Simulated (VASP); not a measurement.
# InP (F-43m) in VASP: settings compared

InP is run at these levels: PBE, BLYP, LDA, RPBE+D4; tasks: single point.

Program: VASP 6.6.1. These are calculated values, not measurements. Logs are shortened: lines on timing, memory, paths and dates and some standing lists are left out, and cuts for length are marked.

**What was measured.**

A printed reference work, data compilation reports, for a bulk crystal of InP at 1.6 K: band gap 1.4236 eV (direct).

How close the calculation comes is told below.

## Step 1: The cell of the first run

The structure is cubic, space group F-43m (No. 216). Conventional cell: a = 5.960 Å, b = 5.960 Å, c = 5.960 Å, α = 90.00°, β = 90.00°, γ = 90.00°. Within 3.4 Å of In (site symmetry -43m) lie 4 P at 2.58 Å. P (site symmetry -43m) has 4 In at 2.58 Å within 3.4 Å.

## Step 2: Single point, PBE

The input, INCAR:

```
ALGO = Normal
EDIFF = 1E-7
ENCUT = 520
GGA = PE
ISIF = 2
ISMEAR = -1
LASPH = True
LCHARG = True
LELF = True
LREAL = False
LVHAR = True
LWAVE = False
NBANDS = 16
NELM = 100
PREC = Accurate
SIGMA = 0.05
```

The input, KPOINTS:

```
k-points
0
Gamma
  8 8 8
```

The input, POSCAR:

```
InP
1.0
    0.0000000000      2.9801567212      2.9801567212
    2.9801567212      0.0000000000      2.9801567212
    2.9801567212      2.9801567212      0.0000000000
In P
1 1
Direct
    0.0000000000      0.0000000000      0.0000000000
    0.7500000000      0.7500000000      0.7500000000
```

Potentials or basis: VASP PAW PBE potentials, release 64 (In_d, P).

Started as:

```console
$ cat potpaw_PBE.64/In_d/POTCAR potpaw_PBE.64/P/POTCAR > POTCAR
$ mpirun -np 1 vasp_std > vasp.out
```

OUTCAR:

```text
EDIFF = 1E-7
   ENCUT = 520
   GGA = PE
   ISIF = 2
   ISMEAR = -1
   LASPH = True
   LREAL = False
   NELM = 100
   PREC = Accurate

 ion  position               nearest neighbor table
   1  0.000  0.000  0.000-   2 2.58   2 2.58   2 2.58   2 2.58
   2  0.750  0.750  0.750-   1 2.58   1 2.58   1 2.58   1 2.58

  LATTYP: Found a face centered cubic cell.
 ALAT       =     5.9603134424

  Lattice vectors:

 A1 = (   0.0000000000,   2.9801567212,   2.9801567212)
 A2 = (   2.9801567212,   0.0000000000,   2.9801567212)
 A3 = (   2.9801567212,   2.9801567212,   0.0000000000)

Analysis of symmetry for initial positions (statically):
=====================================================================
 Subroutine PRICEL returns:
 Original cell was already a primitive cell.

 Routine SETGRP: Setting up the symmetry group for a
 face centered cubic supercell.

 Subroutine GETGRP returns: Found 24 space group operations
 (whereof 24 operations were pure point group operations)
 out of a pool of 48 trial point group operations.

The static configuration has the point symmetry T_d .

Analysis of symmetry for dynamics (positions and initial velocities):
=====================================================================
 Subroutine PRICEL returns:
 Original cell was already a primitive cell.

 Routine SETGRP: Setting up the symmetry group for a
 face centered cubic supercell.

 Subroutine GETGRP returns: Found 24 space group operations
 (whereof 24 operations were pure point group operations)
 out of a pool of 48 trial point group operations.

The dynamic configuration has the point symmetry T_d .

 Subroutine INISYM returns: Found 24 space group operations
 (whereof 24 operations are pure point group operations),
 and found     1 'primitive' translations

----------------------------------------------------------------------------------------

                                     Primitive cell

  volume of cell :      52.9355

  direct lattice vectors                    reciprocal lattice vectors
     0.000000000  2.980156721  2.980156721    -0.167776411  0.167776411  0.167776411
     2.980156721  0.000000000  2.980156721     0.167776411 -0.167776411  0.167776411
     2.980156721  2.980156721  0.000000000     0.167776411  0.167776411 -0.167776411

  length of vectors
     4.214578053  4.214578053  4.214578053     0.290597269  0.290597269  0.290597269

  position of ions in fractional coordinates (direct lattice)
     0.000000000  0.000000000  0.000000000
     0.750000000  0.750000000  0.750000000

  ion indices of the primitive-cell ions
   primitive index   ion index
                 1           1
                 2           2

----------------------------------------------------------------------------------------

 KPOINTS: k-points

Automatic generation of k-mesh.
 Grid dimensions read from file:
 generate k-points for:    8    8    8

 Generating k-lattice:

  Cartesian coordinates                     Fractional coordinates (reciprocal lattice)
    -0.020972051  0.020972051  0.020972051     0.125000000  0.000000000  0.000000000
     0.020972051 -0.020972051  0.020972051     0.000000000  0.125000000  0.000000000
     0.020972051  0.020972051 -0.020972051     0.000000000  0.000000000  0.125000000

  Length of vectors
     0.036324659  0.036324659  0.036324659

  Shift w.r.t. Gamma in fractional coordinates (k-lattice)
     0.000000000  0.000000000  0.000000000

 Subroutine IBZKPT returns following result:
 ===========================================

 Found     29 irreducible k-points:

 Following reciprocal coordinates:
            Coordinates               Weight
  0.000000  0.000000  0.000000      1.000000
  0.125000  0.000000  0.000000      8.000000
  0.250000  0.000000  0.000000      8.000000
  0.375000  0.000000  0.000000      8.000000
  0.500000  0.000000  0.000000      4.000000
  0.125000  0.125000  0.000000      6.000000
[... 16 lines left out ...]
  0.500000  0.250000  0.125000     48.000000
 -0.375000  0.250000  0.125000     24.000000
 [... further k-points ...]
   k-points           NKPTS =     29   k-points in BZ     NKDIM =     29   number of bands    NBANDS=     16
   number of dos      NEDOS =    301   number of ions     NIONS =      2
   total plane-waves  NPLWV =  32768
   dimension x,y,z NGX =    32 NGY =   32 NGZ =   32
   dimension x,y,z NGXF=    64 NGYF=   64 NGZF=   64
   ions per type =               1   1
   NGX,Y,Z   is equivalent  to a cutoff of  12.62, 12.62, 12.62 a.u.
   NGXF,Y,Z  is equivalent  to a cutoff of  25.25, 25.25, 25.25 a.u.
 SYSTEM =  unknown system
   PREC   = accura    normal or accurate (medium, high low for compatibility)
   ISTART =      0    job   : 0-new  1-cont  2-samecut
   ICHARG =      2    charge: 1-file 2-atom 10-const
   ISPIN  =      1    spin polarized calculation?
   LNONCOLLINEAR =      F non collinear calculations
   LSORBIT =      F    spin-orbit coupling
   LASPH  =      T    aspherical Exc in radial PAW
   ENCUT  =  520.0 eV  38.22 Ry    6.18 a.u.   7.84  7.84  7.84*2*pi/ulx,y,z
   NELM   =    100;   NELMIN=  2; NELMDL= -5     # of ELM steps
   EDIFF  = 0.1E-06   stopping-criterion for ELM
   LREAL  =      F    real-space projection
   EDIFFG = 0.1E-05   stopping-criterion for IOM
   NSW    =      0    number of steps for IOM
   IBRION =     -1    ionic relax: 0-MD 1-quasi-New 2-CG
   NFREE  =      0    steps in history (QN), initial steepest desc. (CG)
   ISIF   =      2    stress and relaxation
   ISYM   =      2    0-nonsym 1-usesym 2-fastsym
   POTIM  = 0.5000    time-step for ionic-motion
   TEBEG  =    0.0;   TEEND  =   0.0 temperature during run
   PSTRESS=    0.0 pullay stress
   NELECT =      18.0000    total number of electrons
   NUPDOWN=      -1.0000    fix difference up-down
   EMIN   =  10.00;   EMAX   =-10.00  energy-range for DOS
   EFERMI =   0.00;   METHOD = LEGACY
   ISMEAR =    -1;   SIGMA  =   0.05  broadening in eV -4-tet -1-fermi 0-gaus
   EFERMI_NEDOS =   21; number of points for ismear=-14 and -15
   IALGO  =     38    algorithm
   IMIX   =      4    mixing-type and parameters
     AMIX     =   0.40;   BMIX     =  1.00
     AMIX_MAG =   1.60;   BMIX_MAG =  1.00
  volume/ion in A,a.u.               =      26.47       178.61
  Fermi-wavevector in a.u.,A,eV,Ry     =   1.142659  2.159312 17.764707  1.305669
  Thomas-Fermi vector in A             =   2.279356
   LORBIT       =      0    0 simple, 1 ext, 2 COOP (PROOUT), +10 PAW based schemes
   GGA     = PE    functional components
   LHFCALC =     F    Hartree Fock is set to
   AEXX    =    0.0000 exact exchange contribution
   IVDW    =     0    specifies the selected vdW correction
   LEPSILON=     F    determine dielectric tensor
   LRPA    =     F    only Hartree local field effects (RPA)
 non-spin polarized calculation
  energy-cutoff  :      520.00
  volume of cell :       52.94
 maximum number of plane-waves:      1458
   NGX = 15   NGY = 15   NGZ = 15

 number of electron      18.0000005 magnetization

 Free energy of the ion-electron system (eV)
  ---------------------------------------------------
  ext. energy  EPLUGINS =         0.00000000
  ---------------------------------------------------
  free energy    TOTEN  =        -8.40621033 eV

  energy without entropy =       -8.40615672  energy(sigma->0) =       -8.40618353

 E-fermi :   4.9049     XC(G=0):  -9.0608

 val. band max:        4.6535728527   @ k =   0.0000   0.0000   0.0000
 cond. band min:       5.0900720528   @ k =   0.0000   0.0000   0.0000
 fundamental gap:      0.4364992000
 Fermi energy:         4.9048701456

 k-point     1 :       0.0000    0.0000    0.0000
  band No.  band energies     occupation
      1      -9.4422      2.00000
      2      -9.4422      2.00000
      3      -9.4422      2.00000
      4      -9.3139      2.00000
      5      -9.3139      2.00000
      6      -6.5306      2.00000
[... 8 lines left out ...]
     15      14.0210      0.00000
     16      14.0210      0.00000

 k-point     2 :       0.1250    0.0000    0.0000
  band No.  band energies     occupation
      1      -9.4573      2.00000
      2      -9.4359      2.00000
      3      -9.4359      2.00000
      4      -9.3138      2.00000
      5      -9.3138      2.00000
      6      -6.3662      2.00000
[... 8 lines left out ...]
     15      13.4137      0.00000
     16      13.7747      0.00000

 k-point     3 :       0.2500    0.0000    0.0000
  band No.  band energies     occupation
      1      -9.4923      2.00000
      2      -9.4226      2.00000
      3      -9.4226      2.00000
      4      -9.3115      2.00000
      5      -9.3115      2.00000
      6      -5.9083      2.00000
[... 8 lines left out ...]
     15      13.1943      0.00000
     16      13.6866      0.00000

 k-point     4 :       0.3750    0.0000    0.0000
  band No.  band energies     occupation
      1      -9.5257      2.00000
      2      -9.4125      2.00000
      3      -9.4125      2.00000
      4      -9.3059      2.00000
      5      -9.3059      2.00000
      6      -5.3035      2.00000
[... 8 lines left out ...]
     15      14.0760      0.00000
     16      14.0760      0.00000
[... 324 lines left out ...]
 k-point    22 :       0.3750    0.2500    0.1250
  band No.  band energies     occupation
      1      -9.5246      2.00000
      2      -9.4063      2.00000
      3      -9.4010      2.00000
      4      -9.3261      2.00000
      5      -9.3011      2.00000
      6      -5.5277      2.00000
[... 8 lines left out ...]
     15      14.7052      0.00000
     16      16.0392      0.00000

 k-point    23 :       0.5000    0.2500    0.1250
  band No.  band energies     occupation
      1      -9.5445      2.00000
      2      -9.4018      2.00000
      3      -9.3888      2.00000
      4      -9.3228      2.00000
      5      -9.3008      2.00000
      6      -4.9766      2.00000
[... 8 lines left out ...]
     15      15.2736      0.00000
     16      15.9152      0.00000

 k-point    24 :      -0.3750    0.2500    0.1250
  band No.  band energies     occupation
      1      -9.5517      2.00000
      2      -9.4013      2.00000
      3      -9.3846      2.00000
      4      -9.3179      2.00000
      5      -9.3028      2.00000
      6      -4.6776      2.00000
[... 8 lines left out ...]
     15      15.2211      0.00000
     16      15.7920      0.00000

 [... further k-points ...]

------------------------ aborting loop because EDIFF is reached ----------------------------------------

  FORCE on cell =-STRESS in cart. coord.  units (eV):
  Direction    XX          YY          ZZ          XY          YZ          ZX
  --------------------------------------------------------------------------------------
  -------------------------------------------------------------------------------------
  Total       -0.0257188     -0.0257188     -0.0257188     -0.0000000     -0.0000000     -0.0000000
  in kB       -0.7784193     -0.7784193     -0.7784193     -0.0000000     -0.0000000     -0.0000000
  external PRESSURE =      -0.7784193 kB  Pullay stress =       0.0000000 kB

 VOLUME and BASIS-vectors are now :
 -----------------------------------------------------------------------------
  energy-cutoff  :      520.00
  volume of cell :       52.94
      direct lattice vectors                 reciprocal lattice vectors
     0.000000000  2.980156721  2.980156721    -0.167776411  0.167776411  0.167776411
     2.980156721  0.000000000  2.980156721     0.167776411 -0.167776411  0.167776411
     2.980156721  2.980156721  0.000000000     0.167776411  0.167776411 -0.167776411

 POSITION                                       TOTAL-FORCE (eV/Angst)
 -----------------------------------------------------------------------------------
      0.00000      0.00000      0.00000        -0.000000     -0.000000     -0.000000
      4.47024      4.47024      4.47024         0.000000      0.000000      0.000000
 -----------------------------------------------------------------------------------
    total drift:                                0.000000      0.000000      0.000000

  FREE ENERGIE OF THE ION-ELECTRON SYSTEM (eV)
  ---------------------------------------------------
  free  energy   TOTEN  =        -8.4062103309 eV

  energy  without entropy=       -8.4061567208  energy(sigma->0) =       -8.40618353
```

Wall time 27 s (1 thread of Intel Xeon Platinum 8259CL at 2.50GHz (Skylake/Cascade Lake), shared host); peak memory 0.18 GiB.

Results:

| Item | Value |
| --- | --- |
| Free energy | -8.4062 eV |
| Pressure | -0.1 GPa |
| Band gap on the k mesh | 0.44 eV, direct |

Caveat: spin-orbit coupling is left out, which moves the levels of the heavy elements.

[end of part 1 of 2]
